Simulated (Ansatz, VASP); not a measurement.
**One calculation of Pt, two programs**

File INCAR:

```
ALGO = Normal
EDIFF = 1E-8
ENCUT = 520
GGA = CA
ISIF = 2
ISMEAR = -1
LASPH = T
LCHARG = F
LEFG = T
LREAL = F
LWAVE = F
NBANDS = 11
NELM = 60
PREC = Accurate
SIGMA = 0.05
```

Contents of KPOINTS:

```
k-points
0
Gamma
  16 16 16
```

The input POSCAR:

```
Pt
1.0
    0.0000000000      2.0102433348      2.0102433348
    2.0102433348      0.0000000000      2.0102433348
    2.0102433348      2.0102433348      0.0000000000
Pt
1
Direct
    0.0000000000      0.0000000000      0.0000000000
```

Input for Ansatz:

```yaml
crystal:
  lattice:
    - [0.0, 2.0102433348, 2.0102433348]
    - [2.0102433348, 0.0, 2.0102433348]
    - [2.0102433348, 2.0102433348, 0.0]
  atoms:
    - { symbol: Pt, position: [0.0, 0.0, 0.0] }
kpoints:
  mp_grid: { grid: [16, 16, 16] }
scf:
  occupations: { method: fermi_dirac, width: 0.05 }
hamiltonian:
  xc: lda
  pseudopotentials: { kind: paw }
output:
  forces: true
  stress: true
  eigenvalues: true
  efg: { contact_densities: true }
```

Change from the starting cell: volume scaled by 1.06, PAW files.

Alike in both runs: task electric field gradients; functional LDA; k mesh 16 × 16 × 16; occupations fermi-dirac, width 0.05 eV; no spin polarisation.

|  | VASP | Ansatz |
| --- | --- | --- |
| version | VASP 6.6.1 | Ansatz 0.2.0 |
| potentials or method | VASP PAW LDA potentials, release 64 (Pt) | PAW with Ansatz's default frozen-core files, scalar-relativistic |
| plane-wave cutoff (eV) | 520 | 420 |
| valence electrons in the cell | 10 | 18 |

Ansatz gave:

```
pressure (GPa)                                                 : -22.8
Vzz of the field gradient on the site that differs most (V/Å²) : 0.0
```

Which values does VASP return?

Pressure (GPa): -22.3; Vzz of the field gradient on the site that differs most (V/Å²): 0.0.

The two sets of potentials don't hold the same shells in valence. Ansatz warned: «gradients_without_spin_orbit».

Caveats: so large a pressure means that the cell lies far from this level's equilibrium, or that cutoff or potentials fall short (VASP). Spin-orbit coupling is left out, which matters for the levels of Pt.
